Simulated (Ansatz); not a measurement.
# Te2Mo3: the cost of one run

Method: DFT PBE, scalar-relativistic, plane waves, PAW, in Ansatz 0.2.0.

### Step 1. The system as given

Symmetry: P-3m1, No. 164, trigonal system. The conventional cell has a = 3.290 Å, b = 3.290 Å, c = 10.632 Å, α = 90.00°, β = 90.00°, γ = 120.00°. Te (site symmetry 3m) has 6 Mo at 2.77 to 3.13 Å as nearest neighbours. Mo (site symmetry 3m) is surrounded by 3 Mo at 2.51 Å and 3 Te at 3.13 Å. Mo (site symmetry -3m) has 6 Te at 2.77 Å as nearest neighbours.

Structure file:

```
Te Mo
1.0
     3.29011    0.00000    0.00000
    -1.64505    2.84932    0.00000
     0.00000    0.00000   10.63176
Te Mo
2 3
Cartesian
  0.0000 1.8995 3.3066
  1.6451 0.9498 7.3252
  0.0000 1.8995 9.8079
  1.6451 0.9498 0.8238
  0.0000 0.0000 5.3159
```

The cell was relaxed beforehand at this level, from a generated guess; it is a trial structure. At a tolerance of 0.05 Å it has space group P-3m1 (No. 164); it has 19.93 Å³/atom, an uncorrected energy of +0.43 eV/atom over the elements.

### Step 2. Bands, states and charges

input.yaml

```yaml
crystal:
  lattice:
    - [3.2901065288, 0.0, 0.0]
    - [-1.6450532644, 2.8493158351, 0.0]
    - [0.0, 0.0, 10.631761142]
  atoms:
    - { symbol: Te, position: [0.3333333333, 0.6666666667, 0.3110113848] }
    - { symbol: Te, position: [0.6666666667, 0.3333333333, 0.6889886152] }
    - { symbol: Mo, position: [0.3333333333, 0.6666666667, 0.922513163] }
    - { symbol: Mo, position: [0.6666666667, 0.3333333333, 0.077486837] }
    - { symbol: Mo, position: [0.0, 0.0, 0.5] }
basis:
  ecutwfc: 420
kpoints:
  mp_grid: { grid: [12, 12, 4] }
  band_path:
    path:
      - [[0.0, 0.0, 0.0], [0.5, 0.0, 0.0], [0.33333333, 0.33333333, 0.0], [0.0, 0.0, 0.0], [0.0, 0.0, 0.5], [0.5, 0.0, 0.5], [0.33333333, 0.33333333, 0.5], [0.0, 0.0, 0.5]]
      - [[0.5, 0.0, 0.5], [0.5, 0.0, 0.0]]
      - [[0.33333333, 0.33333333, 0.5], [0.33333333, 0.33333333, 0.0]]
    npoints: 14
hamiltonian:
  xc: pbe
scf:
  occupations: { method: gaussian, width: 0.1 }
  n_extra_bands: 12
output:
  forces: true
  stress: true
  eigenvalues: true
  populations: true
  dos: { projected: true, de: 0.02, nscf_kmesh: { grid: [15, 15, 5] } }
  bader: true
  write_density: true
  write_potential: true
  elf: true
  volumetric_format: npy
```

Command:

```sh
$ ansatz run input.yaml --threads 1 --pin off --max-ram 2560MiB --backend cpu --events-out ev --progress --plain --runs-dir out
```

What time and memory should one allow on 1 thread of Intel Xeon at 2.70GHz, shared host?

About 1.8 min, with a peak of 0.66 GiB.
